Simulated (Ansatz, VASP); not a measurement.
## Cross-check of GaP between VASP and Ansatz

Aim: how closely do two programs agree when they are given the same cell, functional and k mesh?

Program: Ansatz 0.2.0. Level of theory: plane waves, with VASP 6.6.1 beside it; G0W0 gap at PBE. Results are calculated unless marked as measured.

## 1. Set-up

It takes space group F-43m (No. 216, cubic). Conventional cell: a = 5.451 Å, b = 5.451 Å, c = 5.451 Å, α = 90.00°, β = 90.00°, γ = 90.00°. Nearest to Ga lie 4 P at 2.36 Å. Nearest to P lie 4 Ga at 2.36 Å. Farther neighbours are not listed.

Structure file:

```cif
data_structure
_symmetry_space_group_name_H-M 'F-43m'
_symmetry_Int_Tables_number 216
_cell_length_a 5.4505
_cell_length_b 5.4505
_cell_length_c 5.4505
_cell_angle_alpha 90.000
_cell_angle_beta 90.000
_cell_angle_gamma 90.000
_cell_volume 161.92
loop_
_atom_site_label
_atom_site_type_symbol
_atom_site_symmetry_multiplicity
_atom_site_Wyckoff_symbol
_atom_site_fract_x
_atom_site_fract_y
_atom_site_fract_z
_atom_site_occupancy
Ga1 Ga 4 a 0.00000 0.00000 0.00000 1
P1 P 4 c 0.25000 0.25000 0.25000 1
```

## 2. VASP: G0W0 gap, PBE

Quasiparticle shifts depend on high empty states and on the cores, so they are the hardest test of two PAW sets.

Lines of VASP's logs that name or quote its potential files are left out, and so is its time.

The run reads the wave functions of an earlier VASP run, which isn't shown here.

File INCAR:

```
SYSTEM = GaP
PREC = Accurate
ENCUT = 430
ISMEAR = 0
SIGMA = 0.01
LREAL = .FALSE.
GGA = PE
NBANDS = 104
ALGO = EVGW0
NELMGW = 1
ENCUTGW = 200
NOMEGA = 64
PRECFOCK = Fast
NBANDSGW = 24
LWAVE = .FALSE.
LCHARG = .FALSE.
```

File POSCAR:

```
GaP
1.0
    0.0000000000      2.7252500000      2.7252500000
    2.7252500000      0.0000000000      2.7252500000
    2.7252500000      2.7252500000      0.0000000000
Ga P
1 1
Direct
    0.0000000000      0.0000000000      0.0000000000
    0.7500000000      0.7500000000      0.7500000000
```

File KPOINTS:

```
Automatic mesh
0
Gamma
4 4 4
0 0 0
```

The projector-augmented-wave data sets are Ga_d_GW and P_GW (PBE family, release 64).

On the command line:

```sh
$ mpirun -np 8 vasp_std
```

Numbers of over 12 decimals in the logs are rounded to 6 here.

Output:

```text
[banner, memory and clock lines left out]
running    8 mpi-ranks, on    1 nodes
 distrk:  each k-point on    8 cores,    1 groups
 distr:  one band on    1 cores,    8 groups

 POSCAR found type information on POSCAR GaP
 POSCAR found :  2 types and       2 ions
|                                                                             |
|           W    W    AA    RRRRR   N    N  II  N    N   GGGG   !!!           |
|           W    W   A  A   R    R  NN   N  II  NN   N  G    G  !!!           |
|           W    W  A    A  R    R  N N  N  II  N N  N  G       !!!           |
|           W WW W  AAAAAA  RRRRR   N  N N  II  N  N N  G  GGG   !            |
|           WW  WW  A    A  R   R   N   NN  II  N   NN  G    G                |
|           W    W  A    A  R    R  N    N  II  N    N   GGGG   !!!           |
|                                                                             |
|     For optimal performance we recommend to set                             |
|       NCORE = 2 up to number-of-cores-per-socket                            |
|     NCORE specifies how many cores store one orbital (NPAR=cpu/NCORE).      |
|     This setting can greatly improve the performance of VASP for DFT.       |
|     The default, NCORE=1 might be grossly inefficient on modern             |
|     multi-core architectures or massively parallel machines. Do your        |
|     Unfortunately you need to use the default for GW and RPA                |
|     calculations (for HF NCORE is supported but not extensively tested      |
|     yet).                                                                   |
|                                                                             |

|                                                                             |
|           W    W    AA    RRRRR   N    N  II  N    N   GGGG   !!!           |
|           W    W   A  A   R    R  NN   N  II  NN   N  G    G  !!!           |
|           W    W  A    A  R    R  N N  N  II  N N  N  G       !!!           |
|           W WW W  AAAAAA  RRRRR   N  N N  II  N  N N  G  GGG   !            |
|           WW  WW  A    A  R   R   N   NN  II  N   NN  G    G                |
|           W    W  A    A  R    R  N    N  II  N    N   GGGG   !!!           |
|                                                                             |
|     The default for ENCUTGWSOFT is different in this version of VASP.       |
|     please manually set ENCUTGWSOFT =200 in the INCAR file.                 |
|                                                                             |

 LDA part: xc-table for (Slater+PW92), standard interpolation
 found WAVECAR, reading the header
 POSCAR, INCAR and KPOINTS ok, starting setup
 FFT: planning ... GRIDC
 FFT: planning ... GRID_SOFT
 FFT: planning ... GRID
 reading WAVECAR
 the WAVECAR file was read successfully
 initial charge from wavefunction
 available memory per node:     33.24 GB, setting MAXMEM to     34034

 The Fermi energy was updated, please check that it is located mid-gap
 values below the HOMO (VB) or above the LUMO (CB) will cause erroneous energies
 E-fermi :   5.2175

 calculate exact exchange contribution
 the WAVEDER file was read successfully
energies w=
    0.000    0.000    0.473    0.000    0.945    0.000    1.414    0.000
    1.881    0.000    2.343    0.000    2.801    0.000    3.254    0.000
    3.701    0.000    4.142    0.000    4.576    0.000    5.005    0.000
    5.428    0.000    5.845    0.000    6.257    0.000    6.665    0.000
    7.068    0.000    7.467    0.000    7.863    0.000    8.257    0.000
    8.650    0.000    9.042    0.000    9.434    0.000    9.827    0.000
   10.223    0.000   10.622    0.000   11.024    0.000   11.433    0.000
   11.848    0.000   12.270    0.000   12.703    0.000   13.146    0.000
   13.603    0.000   14.074    0.000   14.562    0.000   15.069    0.000
   15.599    0.000   16.153    0.000   16.737    0.000   17.353    0.000
   18.007    0.000   18.703    0.000   19.449    0.000   20.252    0.000
   21.121    0.000   22.067    0.000   23.102    0.000   24.243    0.000
   25.510    0.000   26.927    0.000   28.525    0.000   30.344    0.000
   32.437    0.000   34.872    0.000   37.743    0.000   41.180    0.000
   45.370    0.000   50.591    0.000   57.271    0.000   66.115    0.000
   78.360    0.000   96.406    0.000  125.590    0.000  180.676    0.000
 responsefunction array rank=     272
 LDA part: xc-table for (Slater+PW92), standard interpolation

 min. memory requirement per mpi rank    168.4 MB, per node   1347.6 MB

 allocating   8 responsefunctions rank=   272
 shmem allocating  64 responsefunctions rank=   272
 response function shared by NCSHMEM nodes    1
 Doing            8  frequencies on each core in blocks of           64
NQ=   1    0.0000    0.0000    0.0000,
|.........|.........|.........|.........|.........|.........|.........|.........
 performed        149000 updates of chi_q(r,r)
 total number of BLAS operations         80.16 Gflops
NQ=   2    0.2500    0.0000    0.0000,
|.........|.........|.........|.........|.........|.........|.........|.........
 performed        438000 updates of chi_q(r,r)
 total number of BLAS operations        246.31 Gflops
NQ=   3    0.5000    0.0000    0.0000,
|.........|.........|.........|.........|.........|.........|.........|.........
 performed        687000 updates of chi_q(r,r)
 total number of BLAS operations        387.37 Gflops
NQ=   4    0.2500    0.2500    0.0000,
|.........|.........|.........|.........|.........|.........|.........|.........
 performed        976000 updates of chi_q(r,r)
 total number of BLAS operations        541.35 Gflops
NQ=   5    0.5000    0.2500    0.0000,
|.........|.........|.........|.........|.........|.........|.........|.........
 performed       1374000 updates of chi_q(r,r)
 total number of BLAS operations        747.27 Gflops
NQ=   6   -0.2500    0.2500    0.0000,
|.........|.........|.........|.........|.........|.........|.........|.........
 performed       1733000 updates of chi_q(r,r)
 total number of BLAS operations        947.46 Gflops
NQ=   7    0.5000    0.5000    0.0000,
|.........|.........|.........|.........|.........|.........|.........|.........
 performed       1952000 updates of chi_q(r,r)
 total number of BLAS operations       1060.63 Gflops
NQ=   8   -0.2500    0.5000    0.2500,
|.........|.........|.........|.........|.........|.........|.........|.........
 performed       2231000 updates of chi_q(r,r)
 total number of BLAS operations       1216.29 Gflops
 resolving degeneracies of screened two electron integrals

 calculate QP shifts <psi_nk| G(iteration)W_0 |psi_nk>: iteration 1
 entering main loop
```

Parts of OUTCAR (step 2):

```text
ion  position               nearest neighbor table
   1  0.000  0.000  0.000-   2 2.36   2 2.36   2 2.36   2 2.36
   2  0.750  0.750  0.750-   1 2.36   1 2.36   1 2.36   1 2.36

  LATTYP: Found a face centered cubic cell.
 ALAT       =     5.4505000000

 Subroutine GETGRP returns: Found 24 space group operations
 (whereof 24 operations were pure point group operations)

The static configuration has the point symmetry T_d .

 Found      8 irreducible k-points:

   k-points           NKPTS =      8   k-points in BZ     NKDIM =     64   number of bands    NBANDS=    104

   dimension x,y,z NGX =    28 NGY =   28 NGZ =   28
   dimension x,y,z NGXF=    56 NGYF=   56 NGZF=   56

   ENCUT  =  430.0 eV  31.60 Ry    5.62 a.u.   6.52  6.52  6.52*2*pi/ulx,y,z

   NELECT =      18.0000    total number of electrons

  energy-cutoff  :      430.00
  volume of cell :       40.48
      direct lattice vectors                 reciprocal lattice vectors
     0.000000000  2.725250000  2.725250000    -0.183469406  0.183469406  0.183469406
     2.725250000  0.000000000  2.725250000     0.183469406 -0.183469406  0.183469406
     2.725250000  2.725250000  0.000000000     0.183469406  0.183469406 -0.183469406

 k-points in reciprocal lattice and weights: Automatic mesh
   0.00000000  0.00000000  0.00000000       0.016
   0.25000000  0.00000000  0.00000000       0.125
   0.50000000  0.00000000  0.00000000       0.062
   0.25000000  0.25000000  0.00000000       0.094
   0.50000000  0.25000000  0.00000000       0.375
  -0.25000000  0.25000000  0.00000000       0.188
   0.50000000  0.50000000  0.00000000       0.047
  -0.25000000  0.50000000  0.25000000       0.094

 E-fermi :   5.2175

 QP shifts <psi_nk| G(iteration)W_0 |psi_nk>: iteration 1
 for sc-GW calculations column KS-energies equals QP-energies in previous step
 and V_xc(KS)=  KS-energies - (<T + V_ion + V_H > + <T+V_H+V_ion>^1  + <V_x>^1)
 k-point   1 :       0.0000    0.0000    0.0000
  band No.  KS-energies  QP-energies   sigma(KS)   V_xc(KS)     V^pw_x(r,r')   Z            occupation Imag(sigma)
    ...
      6      -8.0963      -8.5698     -12.1033     -11.3620     -18.6678       0.6387       2.0000       0.9789
      7       4.4052       3.8983     -13.2781     -12.6166     -14.6171       0.7663       2.0000       0.0317
      8       4.4052       3.8983     -13.2781     -12.6166     -14.6171       0.7663       2.0000       0.0317
      9       4.4052       3.8983     -13.2781     -12.6166     -14.6171       0.7663       2.0000       0.0317
     10       6.2183       6.6181     -11.1071     -11.6281      -6.8650       0.7674       0.0000      -0.0589
     11       8.2588       8.5011     -10.1665     -10.4838      -5.8174       0.7636       0.0000      -0.0714
     12       8.2588       8.5011     -10.1665     -10.4838      -5.8174       0.7636       0.0000      -0.0714
     13       8.2588       8.5011     -10.1665     -10.4838      -5.8174       0.7636       0.0000      -0.0714
    ...

 k-point   2 :       0.2500    0.0000    0.0000
  band No.  KS-energies  QP-energies   sigma(KS)   V_xc(KS)     V^pw_x(r,r')   Z            occupation Imag(sigma)
    ...
      6      -7.3204      -7.8374     -12.4944     -11.7333     -18.8631       0.6792       2.0000       0.9242
      7       0.5160      -0.0303     -12.3447     -11.5955     -14.8230       0.7293       2.0000       0.0946
      8       3.7384       3.2043     -12.9387     -12.2380     -14.4104       0.7622       2.0000       0.0358
      9       3.7384       3.2043     -12.9387     -12.2380     -14.4104       0.7622       2.0000       0.0358
     10       6.5414       6.8507     -10.5043     -10.9046      -6.3734       0.7724       0.0000      -0.0592
     11       9.1168       9.3673     -10.2884     -10.6187      -5.7136       0.7586       0.0000      -0.0892
     12       9.1168       9.3673     -10.2884     -10.6187      -5.7136       0.7586       0.0000      -0.0892
     13      10.7465      10.9635     -10.6868     -10.9795      -5.6150       0.7410       0.0000      -0.1331
    ...

 k-point   3 :       0.5000    0.0000    0.0000
  band No.  KS-energies  QP-energies   sigma(KS)   V_xc(KS)     V^pw_x(r,r')   Z            occupation Imag(sigma)
    ...
      6      -6.0267      -6.5591     -13.2140     -12.4491     -19.2274       0.6962       2.0000       0.7830
      7      -2.2488      -2.8187     -11.5519     -10.7384     -15.2543       0.7006       2.0000       0.2696
      8       3.2811       2.7180     -12.8230     -12.0794     -14.4629       0.7574       2.0000       0.0402
      9       3.2811       2.7180     -12.8230     -12.0794     -14.4629       0.7574       2.0000       0.0402
     10       6.0580       6.3414     -10.4784     -10.8435      -6.4940       0.7761       0.0000      -0.0565
     11       9.0900       9.3018      -9.9439     -10.2209      -5.4024       0.7646       0.0000      -0.0886
     12       9.0900       9.3018      -9.9439     -10.2209      -5.4024       0.7646       0.0000      -0.0886
     13      12.6742      12.5286      -8.5271      -8.3336      -3.0196       0.7523       0.0000      -0.2382
    ...

 k-point   4 :       0.2500    0.2500    0.0000
  band No.  KS-energies  QP-energies   sigma(KS)   V_xc(KS)     V^pw_x(r,r')   Z            occupation Imag(sigma)
    ...
      6      -7.0587      -7.5617     -12.5412     -11.7861     -18.8207       0.6661       2.0000       0.8948
      7       0.7206       0.2272     -12.8193     -12.1455     -15.2165       0.7323       2.0000       0.0882
      8       2.7130       2.1358     -12.4561     -11.6871     -14.1996       0.7505       2.0000       0.0446
      9       2.7130       2.1358     -12.4561     -11.6871     -14.1996       0.7505       2.0000       0.0446
     10       6.5609       6.7174      -9.7278      -9.9291      -5.7505       0.7774       0.0000      -0.0586
     11       8.1077       8.2914     -10.0675     -10.3082      -5.6539       0.7634       0.0000      -0.0765
     12      11.1279      11.4183     -10.8679     -11.2628      -5.7238       0.7353       0.0000      -0.1477
     13      11.1279      11.4183     -10.8679     -11.2628      -5.7238       0.7353       0.0000      -0.1477
    ...

[... 4 further parts left out ...]
```

(Continued in part 2 of 2.)

[Lines on the potential files, build, host, timing and source positions are cut from VASP's logs without a mark.]

[Logs are printed without paths, hosts, clocks, repeated set-up lines and the standing remarks that a program may print on its own settings, such as how far it seeks lower states.]

[Hosts, paths, dates, database ids (printed as entryN), source tags and the programs' standing remarks are cut or masked in the printed files.]
